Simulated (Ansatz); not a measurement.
# ScAl3: the cost of one run

Computed with Ansatz 0.2.0 (DFT PBEsol, scalar-relativistic, plane waves, PAW, unless a step's input says otherwise).

1 further run of the same task is left out (set aside as unsound or not needed). Runs told in other sessions of the task aren't counted.

## (1) Starting point

Symmetry: Pm-3m, No. 221, cubic system. The conventional cell has a = 4.071 Å, b = 4.071 Å, c = 4.071 Å, α = 90.00°, β = 90.00°, γ = 90.00°. Around Sc (site symmetry m-3m) lie 12 Al at 2.88 Å. Al (site symmetry 4/mmm) is surrounded by 4 Sc at 2.88 Å and 8 Al at 2.88 Å.

As a file:

```cif
data_structure
_symmetry_space_group_name_H-M 'P 1'
_symmetry_Int_Tables_number 1
_cell_length_a 4.0713
_cell_length_b 4.0713
_cell_length_c 4.0713
_cell_angle_alpha 90.000
_cell_angle_beta 90.000
_cell_angle_gamma 90.000
_cell_volume 67.48
loop_
_atom_site_label
_atom_site_type_symbol
_atom_site_fract_x
_atom_site_fract_y
_atom_site_fract_z
_atom_site_occupancy
Sc1 Sc 0.00000 0.00000 0.00000 1
Al1 Al 0.50000 0.00000 0.50000 1
Al2 Al 0.00000 0.50000 0.50000 1
Al3 Al 0.50000 0.50000 0.00000 1
```

It goes back to an entry of the Materials Project.

This cell was relaxed beforehand with the same method: volume 16.87 Å³/atom, gap on the mesh none (metal).

## (2) The reference: the undisturbed cell on the scan's mesh

Contents of input.yaml:

```yaml
crystal:
  lattice:
    - [4.0712986163, 0.0, 0.0]
    - [0.0, 4.0712986163, 0.0]
    - [0.0, 0.0, 4.0712986163]
  atoms:
    - { symbol: Sc, position: [0.0, 0.0, 0.0] }
    - { symbol: Al, position: [0.5, 0.0, 0.5] }
    - { symbol: Al, position: [0.0, 0.5, 0.5] }
    - { symbol: Al, position: [0.5, 0.5, 0.0] }
basis:
  ecutwfc: 420
kpoints:
  mp_grid: { grid: [14, 14, 14] }
hamiltonian:
  xc: pbesol
scf:
  occupations: { method: gaussian, width: 0.15 }
output:
  forces: true
  stress: true
  eigenvalues: true
  write_density: true
  write_potential: true
  elf: true
  volumetric_format: npy
```

Started as:

```sh
ansatz run input.yaml --threads 1 --pin off --max-ram 2560MiB --backend cpu --events-out ev --progress --plain --runs-dir out
```

**Question.** How long does this run take on 1 thread of Arm Neoverse V2, shared host, and how much memory does it need?

About 7.1 s, with a peak of 0.38 GiB.
